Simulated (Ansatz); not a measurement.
# Li15O8: the cost of one run

Method: DFT LDA, plane waves, PAW, scalar-relativistic, no spin polarisation, in Ansatz 0.2.0.

The COD entry's cell or inner coordinates are ideal or old and differ from later refinements, so a difference from it is no clean test against experiment.

**1. The system as given**

The cell holds 23 atoms (Li15O8): a = 6.650 Å, b = 6.650 Å, c = 6.650 Å, α = 60.00°, β = 60.00°, γ = 60.00°.

Its coordinates follow in the input file.

**2. Run 1**

120 steps of 1.5 fs under a Langevin thermostat at 1500 K.

Contents of input.yaml:

```yaml
accuracy: low
crystal:
  lattice:
    - [0.0, 4.7022, 4.7022]
    - [4.7022, 0.0, 4.7022]
    - [4.7022, 4.7022, 0.0]
  atoms:
    - { symbol: Li, position: [0.125, 0.125, 0.125] }
    - { symbol: O, position: [0.0, 0.0, 0.0] }
    - { symbol: Li, position: [0.125, 0.125, 0.625] }
    - { symbol: Li, position: [0.375, 0.375, 0.875] }
    - { symbol: O, position: [0.0, 0.0, 0.5] }
    - { symbol: Li, position: [0.125, 0.625, 0.125] }
    - { symbol: Li, position: [0.375, 0.875, 0.375] }
    - { symbol: O, position: [0.0, 0.5, 0.0] }
    - { symbol: Li, position: [0.125, 0.625, 0.625] }
    - { symbol: Li, position: [0.375, 0.875, 0.875] }
    - { symbol: O, position: [0.0, 0.5, 0.5] }
    - { symbol: Li, position: [0.625, 0.125, 0.125] }
    - { symbol: Li, position: [0.875, 0.375, 0.375] }
    - { symbol: O, position: [0.5, 0.0, 0.0] }
    - { symbol: Li, position: [0.625, 0.125, 0.625] }
    - { symbol: Li, position: [0.875, 0.375, 0.875] }
    - { symbol: O, position: [0.5, 0.0, 0.5] }
    - { symbol: Li, position: [0.625, 0.625, 0.125] }
    - { symbol: Li, position: [0.875, 0.875, 0.375] }
    - { symbol: O, position: [0.5, 0.5, 0.0] }
    - { symbol: Li, position: [0.625, 0.625, 0.625] }
    - { symbol: Li, position: [0.875, 0.875, 0.875] }
    - { symbol: O, position: [0.5, 0.5, 0.5] }
total_charge: -1
basis:
  ecutwfc: 420.0
kpoints:
  mp_grid: { grid: [2, 2, 2] }
hamiltonian:
  xc: lda
scf:
  occupations: { method: fermi_dirac, width: 0.05 }
  lower_state_search: "off"
md:
  timestep: 1.5
  n_steps: 120
  ensemble: nvt_langevin
  temperature: 1500.0
  initial_velocities: maxwell_boltzmann
  seed: 933406
  friction: 0.005
```

Command:

```bash
$ ansatz run input.yaml --threads 1 --pin off --max-ram 3072MiB --backend cpu --events-out ev --progress --plain --runs-dir out
```

What time and memory should one allow on 1 thread of Intel Xeon Platinum 8488C (Sapphire Rapids), shared host?

About 6.6 min, with a peak of 0.62 GiB.
